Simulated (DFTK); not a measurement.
# CdTe (F-43m) in DFTK: further runs

Aim: see how the results for CdTe move with the level of theory and the settings. Levels: r2SCAN, BJ06, PBEsol, LDA. Tasks: band structure, equation of state.

Program: DFTK 0.8.2. These are calculated values, not measurements. Logs are shortened: lines on timing, memory, paths and dates and some standing lists are left out, and cuts for length are marked.

**Measured values to compare with.**

From a printed reference work, data compilation, for a bulk crystal of CdTe at 0 K: band gap 1.607 eV.

How close the calculation comes is told below.

### Step 1. The structure

Symmetry: F-43m, No. 216, cubic system. Conventional cell: a = 6.410 Å, b = 6.410 Å, c = 6.410 Å, α = 90.00°, β = 90.00°, γ = 90.00°. Te (site symmetry -43m) has 4 Cd at 2.78 Å as nearest neighbours. Cd (site symmetry -43m) is surrounded by 4 Te at 2.78 Å.

### Step 2. Band structure, r2SCAN

File run.jl:

```julia
using DFTK
using PseudoPotentialData
using Unitful, UnitfulAtomic
using LinearAlgebra, Printf
include("save.jl")
disable_threading()

# lattice vectors are the columns
lattice = austrip(1u"Å") * [           0.0          3.205          3.205;
                    3.205            0.0          3.205;
                    3.205          3.205            0.0]
symbols   = [:Te, :Cd]
positions = [[0.75, 0.75, 0.75],
             [0.0, 0.0, 0.0]]
pseudopotentials = Dict(:Cd => "Cd.upf", :Te => "Te.upf")
elements = Dict(s => ElementPsp(s, pseudopotentials; rcut=10.0) for s in unique(symbols))
atoms    = [elements[s] for s in symbols]

build_model(lattice, positions; symmetries=true) =
    model_DFT(lattice, atoms, positions;
              functionals=r2SCAN(),
              temperature=austrip(0.05u"eV"),
              smearing=Smearing.FermiDirac(),
              symmetries)
Ecut  = 45.0  # hartree
kgrid = [6, 6, 6]
tol   = 1e-6
to_GPa = ustrip(uconvert(u"GPa", 1u"hartree/bohr^3"))

model = build_model(lattice, positions)
basis = PlaneWaveBasis(model; Ecut, kgrid)
display(basis)
scfres = self_consistent_field(basis;
                               tol,
                               nbandsalg=AdaptiveBands(model; n_bands_converge=23))
display(scfres.energies)
@printf "Fermi level: %.6f eV\n" ustrip(auconvert(u"eV", something(scfres.εF, NaN)))
forces = compute_forces_cart(scfres)
println("Forces (eV/Å)")
for (s, f) in zip(symbols, forces)
    @printf "%-3s %12.6f %12.6f %12.6f\n" s ustrip.(auconvert.(u"eV/Å", f))...
end
stress = compute_stresses_cart(scfres)
println("Stress (GPa)")
display(round.(stress * to_GPa; digits=4))
println("Levels at the first k-point (eV): ", round.(ustrip.(auconvert.(u"eV", scfres.eigenvalues[1][1:scfres.n_bands_converge])); digits=4))
save_scf!(scfres; forces, stress)

points = Dict("G" => [0.0, 0.0, 0.0], "K" => [0.375, 0.375, 0.75], "L" => [0.5, 0.5, 0.5], "U" => [0.625, 0.25, 0.625], "W" => [0.5, 0.25, 0.75], "X" => [0.5, 0.0, 0.5])
segments = [("G", "X", 7), ("X", "W", 4), ("W", "K", 3), ("K", "G", 7), ("G", "L", 6), ("L", "U", 4), ("U", "W", 3), ("W", "L", 5), ("L", "K", 4), ("U", "X", 3)]
kcoords = vcat([[points[a] + t * (points[b] - points[a]) for t in range(0, 1, n)] for (a, b, n) in segments]...)
bands = compute_bands(scfres, ExplicitKpoints(kcoords); n_bands=25, tol=1e-5)
for (k, ε) in zip(bands.basis.kpoints, bands.eigenvalues)
    @printf "%d %8.4f %8.4f %8.4f " k.spin k.coordinate...
    println(join([@sprintf("%9.4f", e) for e in ustrip.(auconvert.(u"eV", ε .- scfres.εF))]))
end
results["band_energies"] = rows(bands.eigenvalues); results["band_kpoints"] = rows(kcoords)
```

Potentials or basis: SG15 1.2 (PBE).

Launch:

```bash
$ julia --threads=1 run.jl  # save.jl only writes the numbers to a file and isn't shown; printed stress counts tension as positive; times include loading and compiling
```

Standard output:

```text
PlaneWaveBasis discretization:

    Ecut                 : 45.0 Ha
    fft_size             : (54, 54, 54), 157464 total points
    kgrid                : MonkhorstPack([6, 6, 6])
    num.   red. kpoints  : 216
    num. irred. kpoints  : 22

    Discretized Model(mgga_x_r2scan+mgga_c_r2scan, 3D):
        lattice (in Bohr)    : [0         , 6.05657   , 6.05657   ]
                               [6.05657   , 0         , 6.05657   ]
                               [6.05657   , 6.05657   , 0         ]
        unit cell volume     : 444.34 Bohr³

        atoms                : CdTe
        atom potentials      : ElementPsp(:Te, "Te.upf")
                               ElementPsp(:Cd, "Cd.upf")

        num. electrons       : 36
        spin polarization    : none
        temperature          : 0.0018375 Ha
        smearing             : DFTK.Smearing.FermiDirac()

        terms                : Kinetic()
                               AtomicLocal()
                               AtomicNonlocal()
                               Ewald(nothing)
                               PspCorrection()
                               Hartree()
                               Xc(mgga_x_r2scan, mgga_c_r2scan)
                               Entropy()
n     Energy            log10(ΔE)   log10(Δρ)   log10(Δτ)   Diag   Δtime
---   ---------------   ---------   ---------   ---------   ----   ------
  1   -242.4210259515                   -1.01        1.14    5.3    60.2s
  2   -242.4345546207       -1.87       -1.48       -0.97    1.1    30.7s
  3   -242.4367695460       -2.65       -1.77       -1.05    2.7    36.6s
  4   -242.4368924912       -3.91       -2.47       -1.58    1.4    28.6s
  5   -242.4368985089       -5.22       -2.60       -2.34    2.6    38.2s
  6   -242.4369058691       -5.13       -3.13       -2.16    2.0    48.2s
  7   -242.4369062590       -6.41       -4.09       -2.86    2.0    41.2s
  8   -242.4369062690       -8.00       -4.75       -4.18    2.8    45.8s
  9   -242.4369062692       -9.78       -5.22       -4.57    2.3    36.7s
 10   -242.4369062692      -10.50       -5.75       -5.14    2.2    41.5s
 11   -242.4369062692      -11.37       -6.38       -5.30    2.2    50.1s
Energy breakdown (in Ha):
    Kinetic             91.2648709
    AtomicLocal         -211.6103475
    AtomicNonlocal      -38.8550571
    Ewald               -145.3342092
    PspCorrection       7.2430952
    Hartree             77.6214197
    Xc                  -22.7666781
    Entropy             -0.0000000

    total               -242.436906269227
Fermi level: 3.785328 eV
Forces (eV/Å)
Te      0.000000     0.000000     0.000000
Cd     -0.000000    -0.000000    -0.000000
Stress (GPa)
3×3 StaticArraysCore.SMatrix{3, 3, Float64, 9} with indices SOneTo(3)×SOneTo(3):
 -2.6889   0.0     -0.0
  0.0     -2.6889   0.0
 -0.0      0.0     -2.6889
Levels at the first k-point (eV): [-101.9758, -61.9378, -61.9378, -61.9378, -32.33, -32.33, -32.33, -32.3125, -32.3125, -8.6896, -5.4131, -5.4131, -5.4131, -5.1066, -5.1066, 3.181, 3.181, 3.181, 4.3322, 8.4456, 8.4456, 8.4456, 11.2572]
1   0.0000   0.0000   0.0000 -105.7612 -65.7232 -65.7232 -65.7232 -36.1153 -36.1153 -36.1153 -36.0979 -36.0979 -12.4749  -9.1985  -9.1985  -9.1985  -8.8919  -8.8919  -0.6043  -0.6043  -0.6043   0.5469   4.6603   4.6603   4.6603   7.4719   9.7378   9.7378
1   0.0833   0.0000   0.0833 -105.7612 -65.7232 -65.7232 -65.7232 -36.1154 -36.1152 -36.1152 -36.0979 -36.0978 -12.4364  -9.1868  -9.1868  -9.1772  -8.8955  -8.8896  -1.3115  -0.7896  -0.7896   1.2759   4.2833   4.9370   4.9370   8.0232   8.4985   9.8021
1   0.1667   0.0000   0.1667 -105.7612 -65.7232 -65.7232 -65.7232 -36.1155 -36.1151 -36.1151 -36.0979 -36.0977 -12.3308  -9.1540  -9.1540  -9.1117  -8.9007  -8.8834  -2.3348  -1.2327  -1.2327   2.2691   3.6266   5.6563   5.6563   7.2171   9.4037   9.9929
1   0.2500   0.0000   0.2500 -105.7612 -65.7232 -65.7232 -65.7232 -36.1157 -36.1148 -36.1148 -36.0980 -36.0975 -12.1865  -9.1069  -9.1069  -9.0253  -8.8749  -8.8673  -3.3164  -1.7414  -1.7414   2.7678   3.1545   6.6338   6.6338   6.8062  10.3012  10.9500
1   0.3333   0.0000   0.3333 -105.7612 -65.7233 -65.7232 -65.7232 -36.1160 -36.1146 -36.1146 -36.0980 -36.0973 -12.0441  -9.0568  -9.0568  -9.0038  -8.8664  -8.7027  -4.1837  -2.1810  -2.1810   2.5350   2.9417   7.3924   7.7443   7.7443  10.6979  12.3190
1   0.4167   0.0000   0.4167 -105.7612 -65.7233 -65.7232 -65.7232 -36.1161 -36.1144 -36.1144 -36.0980 -36.0972 -11.9424  -9.0181  -9.0181  -9.0118  -8.8602  -8.4868  -4.8299  -2.4733  -2.4733   2.3568   2.6328   8.3957   8.8637   8.8637  11.0962  12.7570
[... 38 lines left out ...]
1   0.5625   0.1250   0.5625 -105.7612 -65.7233 -65.7232 -65.7232 -36.1161 -36.1145 -36.1144 -36.0980 -36.0972 -11.9071  -9.0380  -9.0113  -8.9793  -8.8634  -8.3564  -5.0498  -2.8760  -2.4859   2.4728   3.0401   8.2414   8.7589   9.1202  11.0832  12.2012
1   0.5000   0.0000   0.5000 -105.7612 -65.7233 -65.7232 -65.7232 -36.1162 -36.1144 -36.1144 -36.0981 -36.0971 -11.9059  -9.0164  -9.0035  -9.0035  -8.8579  -8.3812  -5.0822  -2.5754  -2.5754   2.3361   2.4650   8.9518   9.5048   9.5048  11.2865  12.1343
```

Wall time 26 min (1 thread of AMD EPYC (Zen 3), shared host); peak memory 2.3 GiB.

What came out:

```
Free energy             : -6597.0443 eV
Pressure                : 2.7 GPa
Band gap on the k mesh  : 1.15 eV, direct
Band gap along the path : 1.15 eV, direct
```

Levels at the corners of the path, in eV from the valence-band top:
```csv
point,band 15,band 16,band 17,band 18,band 19,band 20,band 21,band 22
Γ,-8.29,0.00,0.00,0.00,1.15,5.26,5.26,5.26
X,-7.78,-4.48,-1.97,-1.97,2.94,3.07,9.56,10.11
W,-7.69,-4.35,-2.45,-2.32,4.76,5.05,6.24,6.94
K,-7.73,-4.37,-2.69,-1.63,3.30,4.97,8.05,8.25
Γ,-8.29,0.00,0.00,0.00,1.15,5.26,5.26,5.26
L,-7.92,-4.64,-0.81,-0.81,2.23,5.82,5.82,7.51
U,-7.73,-4.37,-2.69,-1.63,3.30,4.97,8.05,8.25
W,-7.69,-4.35,-2.45,-2.32,4.76,5.05,6.24,6.94
L,-7.92,-4.64,-0.81,-0.81,2.23,5.82,5.82,7.51
K,-7.73,-4.37,-2.69,-1.63,3.30,4.97,8.05,8.25
U,-7.73,-4.37,-2.69,-1.63,3.30,4.97,8.05,8.25
X,-7.78,-4.48,-1.97,-1.97,2.94,3.07,9.56,10.11
```

Caveat: the potentials were made for another functional, which shifts forces and pressure; spin-orbit coupling is left out, which moves the levels of the heavy elements.

### Step 3. Band structure, BJ06

run.jl, as its differences from that of step 2:

```diff
@@ -20,3 +20,3 @@
     model_DFT(lattice, atoms, positions;
-              functionals=r2SCAN(),
+              functionals=[:mgga_x_tb09, :lda_c_pw],
               temperature=austrip(0.05u"eV"),
@@ -37,12 +37,4 @@
 @printf "Fermi level: %.6f eV\n" ustrip(auconvert(u"eV", something(scfres.εF, NaN)))
-forces = compute_forces_cart(scfres)
-println("Forces (eV/Å)")
-for (s, f) in zip(symbols, forces)
-    @printf "%-3s %12.6f %12.6f %12.6f\n" s ustrip.(auconvert.(u"eV/Å", f))...
-end
-stress = compute_stresses_cart(scfres)
-println("Stress (GPa)")
-display(round.(stress * to_GPa; digits=4))
 println("Levels at the first k-point (eV): ", round.(ustrip.(auconvert.(u"eV", scfres.eigenvalues[1][1:scfres.n_bands_converge])); digits=4))
-save_scf!(scfres; forces, stress)
+save_scf!(scfres)
```

Potentials or basis: SG15 1.2 (PBE).

Launch:

```bash
$ julia --threads=1 run.jl  # save.jl only writes the numbers to a file and isn't shown; printed stress counts tension as positive; times include loading and compiling
```

Standard output:

```text
PlaneWaveBasis discretization:

    Ecut                 : 45.0 Ha
    fft_size             : (54, 54, 54), 157464 total points
    kgrid                : MonkhorstPack([6, 6, 6])
    num.   red. kpoints  : 216
    num. irred. kpoints  : 22

    Discretized Model(mgga_x_tb09+lda_c_pw, 3D):
        lattice (in Bohr)    : [0         , 6.05657   , 6.05657   ]
                               [6.05657   , 0         , 6.05657   ]
                               [6.05657   , 6.05657   , 0         ]
        unit cell volume     : 444.34 Bohr³

        atoms                : CdTe
        atom potentials      : ElementPsp(:Te, "Te.upf")
                               ElementPsp(:Cd, "Cd.upf")

        num. electrons       : 36
        spin polarization    : none
        temperature          : 0.0018375 Ha
        smearing             : DFTK.Smearing.FermiDirac()

        terms                : Kinetic()
                               AtomicLocal()
                               AtomicNonlocal()
                               Ewald(nothing)
                               PspCorrection()
                               Hartree()
                               Xc(mgga_x_tb09, lda_c_pw)
                               Entropy()
n     Energy            log10(ΔE)   log10(Δρ)   log10(Δτ)   Diag   Δtime
---   ---------------   ---------   ---------   ---------   ----   ------
  1   -221.0554084741                   -0.55        1.18    5.3    50.9s
  2   -222.3888121443        0.12       -0.38        0.41    3.3    38.6s
  3   -222.1229768567   +   -0.58       -0.76       -0.14    4.2    29.4s
  4   -222.1414766990       -1.73       -0.98       -1.27    3.2    29.8s
  5   -222.0617070387   +   -1.10       -1.66       -0.75    2.2    34.6s
  6   -222.0643002151       -2.59       -1.85       -2.12    1.0    25.8s
  7   -222.0538759324   +   -1.98       -2.48       -1.78    1.4    26.2s
  8   -222.0536336856   +   -3.62       -2.77       -2.32    3.0    29.2s
  9   -222.0517427920   +   -2.72       -3.20       -2.62    1.4    21.7s
 10   -222.0516394310   +   -3.99       -3.99       -3.05    2.6    26.7s
 11   -222.0516568849       -4.76       -4.31       -3.65    2.2    30.2s
 12   -222.0516267332   +   -4.52       -4.27       -4.34    1.9    29.7s
 13   -222.0516675978       -4.39       -4.89       -4.15    1.0    24.4s
 14   -222.0516730356       -5.26       -5.29       -4.86    2.0    28.5s
 15   -222.0516725928   +   -6.35       -5.35       -5.57    1.8    32.1s
 16   -222.0516755641       -5.53       -6.02       -5.44    1.3    26.4s
Energy breakdown (in Ha):
    Kinetic             89.9787465
    AtomicLocal         -209.8150297
    AtomicNonlocal      -38.4427963
    Ewald               -145.3342092
    PspCorrection       7.2430952
    Hartree             76.5846007
    Xc                  -2.2660828
    Entropy             -0.0000000

    total               -222.051675564149
Fermi level: 3.306614 eV
Levels at the first k-point (eV): [-99.0564, -60.4691, -60.4691, -60.4691, -30.1398, -30.1398, -30.1398, -30.122, -30.122, -8.4799, -5.3482, -5.3482, -5.3482, -5.0284, -5.0284, 2.689, 2.689, 2.689, 3.9243, 7.4246, 7.4246, 7.4246, 10.6726]
1   0.0000   0.0000   0.0000 -102.3630 -63.7757 -63.7757 -63.7757 -33.4465 -33.4465 -33.4465 -33.4287 -33.4287 -11.7865  -8.6548  -8.6548  -8.6548  -8.3350  -8.3350  -0.6177  -0.6177  -0.6177   0.6177   4.1180   4.1180   4.1180   7.3660   9.1851   9.1851
1   0.0833   0.0000   0.0833 -102.3630 -63.7757 -63.7757 -63.7757 -33.4465 -33.4464 -33.4464 -33.4287 -33.4286 -11.7465  -8.6428  -8.6428  -8.6356  -8.3387  -8.3327  -1.2729  -0.8080  -0.8080   1.2794   3.8351   4.3974   4.3974   7.7965   8.1666   9.2452
1   0.1667   0.0000   0.1667 -102.3630 -63.7757 -63.7757 -63.7757 -33.4467 -33.4462 -33.4462 -33.4287 -33.4285 -11.6366  -8.6091  -8.6091  -8.5750  -8.3446  -8.3265  -2.2645  -1.2569  -1.2569   2.1857   3.3219   5.1152   5.1152   6.9792   9.0782   9.4237
1   0.2500   0.0000   0.2500 -102.3630 -63.7757 -63.7757 -63.7757 -33.4470 -33.4459 -33.4459 -33.4288 -33.4282 -11.4856  -8.5603  -8.5603  -8.4900  -8.3180  -8.3155  -3.2334  -1.7655  -1.7655   2.5345   3.0405   6.0795   6.0795   6.6369   9.7124  10.5407
1   0.3333   0.0000   0.3333 -102.3630 -63.7757 -63.7757 -63.7757 -33.4472 -33.4456 -33.4456 -33.4289 -33.4280 -11.3356  -8.5082  -8.5082  -8.4616  -8.3096  -8.1565  -4.1033  -2.2021  -2.2021   2.3333   2.8538   7.1641   7.1641   7.2190  10.0851  11.9251
1   0.4167   0.0000   0.4167 -102.3630 -63.7758 -63.7757 -63.7757 -33.4474 -33.4454 -33.4454 -33.4289 -33.4278 -11.2280  -8.4681  -8.4677  -8.4677  -8.3033  -7.9284  -4.7668  -2.4915  -2.4915   2.2216   2.5305   8.1844   8.2415   8.2415  10.4607  12.2665
[... 38 lines left out ...]
1   0.5625   0.1250   0.5625 -102.3630 -63.7758 -63.7757 -63.7757 -33.4473 -33.4454 -33.4454 -33.4289 -33.4278 -11.1907  -8.4921  -8.4606  -8.4287  -8.3068  -7.7845  -5.0076  -2.8718  -2.5045   2.3600   2.8922   7.8639   8.1651   8.7287  10.4330  11.5989
1   0.5000   0.0000   0.5000 -102.3630 -63.7758 -63.7757 -63.7757 -33.4475 -33.4453 -33.4453 -33.4289 -33.4278 -11.1894  -8.4725  -8.4523  -8.4523  -8.3011  -7.8106  -5.0330  -2.5926  -2.5926   2.2901   2.2925   8.7194   8.8420   8.8420  10.6411  11.5427
```

Wall time 11 min (1 thread of AMD EPYC (Zen 3), shared host); peak memory 2.2 GiB.

What came out:

```
Band gap on the k mesh  : 1.24 eV, direct
Band gap along the path : 1.24 eV, direct
```

Levels at the corners of the path, in eV from the valence-band top:
```csv
point,band 15,band 16,band 17,band 18,band 19,band 20,band 21,band 22
Γ,-7.72,0.00,0.00,0.00,1.24,4.74,4.74,4.74
X,-7.19,-4.42,-1.98,-1.98,2.91,2.91,9.34,9.46
W,-7.10,-4.31,-2.40,-2.30,4.47,4.99,5.89,6.64
K,-7.14,-4.33,-2.65,-1.64,3.16,4.79,7.73,7.73
Γ,-7.72,0.00,0.00,0.00,1.24,4.74,4.74,4.74
L,-7.34,-4.56,-0.83,-0.83,2.13,5.40,5.40,7.51
U,-7.14,-4.33,-2.65,-1.64,3.16,4.79,7.73,7.73
W,-7.10,-4.31,-2.40,-2.30,4.47,4.99,5.89,6.64
L,-7.34,-4.56,-0.83,-0.83,2.13,5.40,5.40,7.51
K,-7.14,-4.33,-2.65,-1.64,3.16,4.79,7.73,7.73
U,-7.14,-4.33,-2.65,-1.64,3.16,4.79,7.73,7.73
X,-7.19,-4.42,-1.98,-1.98,2.91,2.91,9.34,9.46
```

Caveat: the program leaves the constant c of mgga_x_tb09 at 1, so the potential is Becke-Johnson's (BJ06) and not Tran and Blaha's, with levels but no total energy; the potentials were made for another functional, which shifts forces and pressure; spin-orbit coupling is left out, which moves the levels of the heavy elements.

[end of part 1 of 2]
